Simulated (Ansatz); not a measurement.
Crystal: RbCl.

```
Rb Cl
1.0
     0.00000    3.27400    3.27400
     3.27400    0.00000    3.27400
     3.27400    3.27400    0.00000
Rb Cl
1 1
Direct
  0.00000 0.00000 0.00000
  0.50000 0.50000 0.50000
```

Base run:

- Program: Ansatz 0.2.0
- Functional: PBE
- Potentials or basis: Ansatz PAW
- Cutoff: 420 eV (not typed: the program's choice for these potentials)
- k mesh: 7 × 7 × 7
- Occupations: fermi-dirac, width 0.05 eV
- Spin: no spin polarisation

Its results: band gap on the k mesh 5.05 eV, direct; pressure 1.2 GPa.

Question: The run is repeated on the same cell with these changes: functional from PBE to PBEsol. What comes out?

Answer: Band gap on the k mesh 4.89 eV, direct; pressure 0.0 GPa.

PBEsol binds more tightly than PBE, so the same cell stands under less pressure.

Caveats: the PAW data sets come from PBE, with cores solved anew for the run's functional, which leaves a small shift of forces and pressure (some runs).
